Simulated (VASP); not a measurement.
# As (R-3m) in VASP: further runs, part 2 of 2

VASP 6.6.1. The steps go on from the part before.

### Step 3. Relaxation of cell and atoms, r2SCAN+rVV10

This run uses another cell than the first one, of 21.53 Å³/atom, 0.957 times its volume.

The input, INCAR:

```
ALGO     = Normal         # electronic algorithm
BPARAM   = 11.95        
CPARAM   = 0.0093       
EDIFF    = 1E-6           # SCF threshold, eV
EDIFFG   = -0.01          # ionic threshold
ENCUT    = 600            # plane-wave cutoff, eV
IBRION   = 2              # ionic algorithm
ISIF     = 3              # what is computed and relaxed
ISMEAR   = 1              # smearing method
IVDW_NL  = 2            
LASPH    = T              # aspherical terms in the spheres
LCHARG   = F              # write CHGCAR
LMIXTAU  = T            
LREAL    = F              # projectors in reciprocal space
LUSE_VDW = T            
LWAVE    = F              # write WAVECAR
METAGGA  = R2SCAN         # meta-GGA
NELM     = 80             # most SCF steps
NSW      = 90             # ionic steps
PREC     = Accurate       # precision mode
SIGMA    = 0.1            # smearing width, eV
```

The input, KPOINTS:

```
k-points
0
Gamma
  12 12 12
```

The input, POSCAR:

```
As
1.0
    1.8807968987      1.0858785957      3.5140619945
   -1.8807968987      1.0858785957      3.5140619945
    0.0000000000     -2.1717571915      3.5140619945
As
2
Direct
    0.7740000000      0.7740000000      0.7740000000
    0.2260000000      0.2260000000      0.2260000000
```

Potentials or basis: VASP PAW PBE potentials, release 64 (As).

Run with:

```bash
cat potpaw_PBE.64/As/POTCAR > POTCAR
mpirun -np 1 vasp_std > vasp.out
```

OUTCAR:

```text
BPARAM = 11.95
   EDIFF = 1E-6
   EDIFFG = -0.01
   ENCUT = 600
   IBRION = 2
   ISIF = 3
   ISMEAR = 1
   IVDW_NL = 2
   LASPH = T
   LREAL = F
   METAGGA = R2SCAN
   NELM = 80
   NSW = 90
   PREC = Accurate

 ion  position               nearest neighbor table
   1  0.774  0.774  0.774-   2 2.51   2 2.51   2 2.51
   2  0.226  0.226  0.226-   1 2.51   1 2.51   1 2.51

  LATTYP: Found a trigonal (rhomboedric) cell.
 ALAT       =     4.1310000000
 COS(alpha) =     0.5854247172

  Lattice vectors:

 A1 = (   1.8807968987,   1.0858785957,   3.5140619945)
 A2 = (  -1.8807968987,   1.0858785957,   3.5140619945)
 A3 = (   0.0000000000,  -2.1717571915,   3.5140619945)

Analysis of symmetry for initial positions (statically):
=====================================================================
 Subroutine PRICEL returns:
 Original cell was already a primitive cell.

 Routine SETGRP: Setting up the symmetry group for a
 trigonal (rhombohedral) supercell.

 Subroutine GETGRP returns: Found 12 space group operations
 (whereof 12 operations were pure point group operations)
 out of a pool of 12 trial point group operations.

The static configuration has the point symmetry D_3d.

Analysis of symmetry for dynamics (positions and initial velocities):
=====================================================================
 Subroutine PRICEL returns:
 Original cell was already a primitive cell.

 Routine SETGRP: Setting up the symmetry group for a
 trigonal (rhombohedral) supercell.

 Subroutine GETGRP returns: Found 12 space group operations
 (whereof 12 operations were pure point group operations)
 out of a pool of 12 trial point group operations.

The dynamic configuration has the point symmetry D_3d.

 Subroutine INISYM returns: Found 12 space group operations
 (whereof 12 operations are pure point group operations),
 and found     1 'primitive' translations

----------------------------------------------------------------------------------------

                                     Primitive cell

  volume of cell :      43.0610

  direct lattice vectors                    reciprocal lattice vectors
     1.880796899  1.085878596  3.514061995     0.265844760  0.153485544  0.094856987
    -1.880796899  1.085878596  3.514061995    -0.265844760  0.153485544  0.094856987
     0.000000000 -2.171757191  3.514061995     0.000000000 -0.306971087  0.094856987

  length of vectors
     4.131000000  4.131000000  4.131000000     0.321292852  0.321292852  0.321292852

  position of ions in fractional coordinates (direct lattice)
     0.774000000  0.774000000  0.774000000
     0.226000000  0.226000000  0.226000000

  ion indices of the primitive-cell ions
   primitive index   ion index
                 1           1
                 2           2

----------------------------------------------------------------------------------------

 KPOINTS: k-points

Automatic generation of k-mesh.
 Grid dimensions read from file:
 generate k-points for:   12   12   12

 Generating k-lattice:

  Cartesian coordinates                     Fractional coordinates (reciprocal lattice)
     0.022153730  0.012790462  0.007904749     0.083333333  0.000000000  0.000000000
[... 56 lines left out ...]
   LASPH  =      T    aspherical Exc in radial PAW
   ENCUT  =  600.0 eV  44.10 Ry    6.64 a.u.   8.25  8.25  8.25*2*pi/ulx,y,z
   NELM   =     80;   NELMIN=  2; NELMDL= -5     # of ELM steps
   EDIFF  = 0.1E-05   stopping-criterion for ELM
   LREAL  =      F    real-space projection
   EDIFFG = -.1E-01   stopping-criterion for IOM
   NSW    =     90    number of steps for IOM
   IBRION =      2    ionic relax: 0-MD 1-quasi-New 2-CG
   NFREE  =      1    steps in history (QN), initial steepest desc. (CG)
   ISIF   =      3    stress and relaxation
   ISYM   =      2    0-nonsym 1-usesym 2-fastsym
   POTIM  = 0.5000    time-step for ionic-motion
   TEBEG  =    0.0;   TEEND  =   0.0 temperature during run
   PSTRESS=    0.0 pullay stress
   NELECT =      10.0000    total number of electrons
   NUPDOWN=      -1.0000    fix difference up-down
   EMIN   =  10.00;   EMAX   =-10.00  energy-range for DOS
   EFERMI =   0.00;   METHOD = LEGACY
   ISMEAR =     1;   SIGMA  =   0.10  broadening in eV -4-tet -1-fermi 0-gaus
   EFERMI_NEDOS =   21; number of points for ismear=-14 and -15
   IALGO  =     38    algorithm
   IMIX   =      4    mixing-type and parameters
     AMIX     =   0.40;   BMIX     =  1.00
     AMIX_MAG =   1.60;   BMIX_MAG =  1.00
  volume/ion in A,a.u.               =      21.53       145.29
  Fermi-wavevector in a.u.,A,eV,Ry     =   1.006268  1.901570 13.776916  1.012575
  Thomas-Fermi vector in A             =   2.138999
   LORBIT       =      0    0 simple, 1 ext, 2 COOP (PROOUT), +10 PAW based schemes
   METAGGA = R2SCAN    functional components
   LHFCALC =     F    Hartree Fock is set to
   AEXX    =    0.0000 exact exchange contribution
   IVDW_NL    =     2    kernel type
   BPARAM     =11.9500
   IVDW    =     0    specifies the selected vdW correction
   LEPSILON=     F    determine dielectric tensor
   LRPA    =     F    only Hartree local field effects (RPA)
 conjugate gradient relaxation of ions
 non-spin polarized calculation
 Methfessel and Paxton  Order N= 1 SIGMA  =   0.10
  energy-cutoff  :      600.00
  volume of cell :       43.06
 maximum number of plane-waves:      1458
 NGX is ok and might be reduce to    36

--------------------------------------- Ionic step        1  -------------------------------------------

 number of electron      10.0000000 magnetization

 Free energy of the ion-electron system (eV)
  ---------------------------------------------------
  ext. energy  EPLUGINS =         0.00000000
  ---------------------------------------------------
  free energy    TOTEN  =       -29.18845975 eV

  energy without entropy =      -29.18827322  energy(sigma->0) =      -29.18839757

------------------------ aborting loop because EDIFF is reached ----------------------------------------

  FORCE on cell =-STRESS in cart. coord.  units (eV):
  Direction    XX          YY          ZZ          XY          YZ          ZX
  --------------------------------------------------------------------------------------
  -------------------------------------------------------------------------------------
  Total        0.3263100      0.3263100      0.4085777      0.0000000     -0.0000000      0.0000000
  in kB       12.1410756     12.1410756     15.2020218      0.0000000     -0.0000000      0.0000000
  external PRESSURE =      13.1613910 kB  Pullay stress =       0.0000000 kB
[... 23 lines left out ...]
--------------------------------------- Ionic step        2  -------------------------------------------

 number of electron      10.0000000 magnetization

 E-fermi :   5.1544     XC(G=0): -10.3273

 val. band max:        5.1189493676   @ k =   0.4167   0.0833   0.0833
 cond. band min:       5.1623741447   @ k =   0.4167   0.2500   0.2500
 fundamental gap:      0.0434247771
 Fermi energy:         5.1543789759

 k-point     1 :       0.0000    0.0000    0.0000
  band No.  band energies     occupation
      1     -10.4547      2.00000
      2      -1.0210      2.00000
      3       2.3943      2.00000
      4       2.9217      2.00000
      5       2.9217      2.00000
      6       6.8748     -0.00000
      7       8.0392      0.00000
      8       8.0392      0.00000
      9      12.3244      0.00000
[... 341 lines left out ...]
  FREE ENERGIE OF THE ION-ELECTRON SYSTEM (eV)
  ---------------------------------------------------
  free  energy   TOTEN  =       -29.1925385633 eV

  energy  without entropy=      -29.1924176001  energy(sigma->0) =      -29.19249824

[... ionic steps 4 to 8 ...]

--------------------------------------- Ionic step        9  -------------------------------------------

 number of electron      10.0000000 magnetization

------------------------ aborting loop because EDIFF is reached ----------------------------------------
[... 67 lines left out ...]
--------------------------------------- Ionic step       11  -------------------------------------------

 number of electron      10.0000000 magnetization

 Free energy of the ion-electron system (eV)
  ---------------------------------------------------
  ext. energy  EPLUGINS =         0.00000000
  ---------------------------------------------------
  free energy    TOTEN  =       -29.19294917 eV

  energy without entropy =      -29.19281763  energy(sigma->0) =      -29.19290533

 E-fermi :   5.2845     XC(G=0): -10.3507

 val. band max:        5.2447354880   @ k =   0.5000   0.4167   0.4167
 cond. band min:       5.2969855903   @ k =   0.4167  -0.0000  -0.0000
 fundamental gap:      0.0522501023
 Fermi energy:         5.2845371265

 k-point     1 :       0.0000    0.0000    0.0000
  band No.  band energies     occupation
      1     -10.4803      2.00000
      2      -0.9177      2.00000
      3       2.4096      2.00000
      4       3.0055      2.00000
      5       3.0055      2.00000
      6       6.8862     -0.00000
      7       8.1146      0.00000
      8       8.1146      0.00000
      9      12.5013      0.00000
[... 305 lines left out ...]
  FREE ENERGIE OF THE ION-ELECTRON SYSTEM (eV)
  ---------------------------------------------------
  free  energy   TOTEN  =       -29.1929491732 eV

  energy  without entropy=      -29.1928176290  energy(sigma->0) =      -29.19290533

 reached required accuracy - stopping structural energy minimisation
```

It took 22 min on 1 thread of Intel Xeon 6975P-C (Granite Rapids), shared host; peak memory 0.45 GiB.

Results:

```yaml
Free_energy: -29.1929 eV
Relaxed_volume: 21.92 Å³/atom
Relaxed_cell: a = 4.180 Å, b = 4.180 Å, c = 4.180 Å, α = 53.54°, β = 53.54°, γ = 53.54°
Space_group_after_relaxing_to_0.05_Å: R-3m (No. 166)
Energy_gained_by_relaxing: 2.2 meV/atom
Ionic_steps: 11
Pressure_after_relaxing: 0.0 GPa
Largest_force_after_relaxing: 0.004 eV/Å
Band_gap_on_the_k_mesh: none (metal or under the smearing width)
```

Forces on the atoms (eV/Å):
```
As   0.000  0.000 -0.004
As   0.000  0.000  0.004
```

Step by step:
```tsv
step	energy change (eV)	largest force (eV/Å)	pressure (GPa)	volume (Å³)
1	0.0000	0.2458	1.32	43.06
2	-0.0014	0.1534	-1.19	44.17
3	-0.0041	0.0227	-0.10	43.67
4	-0.0043	0.0015	-0.01	43.61
5	-0.0043	0.0141	0.03	43.58
6	-0.0043	0.0107	0.04	43.60
7	-0.0044	0.0008	0.07	43.66
8	-0.0044	0.0241	0.14	43.77
9	-0.0045	0.0186	0.12	43.74
10	-0.0045	0.0136	0.08	43.77
11	-0.0045	0.0037	-0.01	43.85
```

Final structure:
```
As
1.0
     1.88286    1.08707    3.57058
    -1.88286    1.08707    3.57058
     0.00000   -2.17414    3.57058
As
2
Direct
  0.77368 0.77368 0.77368
  0.22632 0.22632 0.22632
```

Caveat: the PAW data sets were made with another functional, which shifts forces and pressure a little. Zero-point motion and thermal expansion aren't in these numbers.
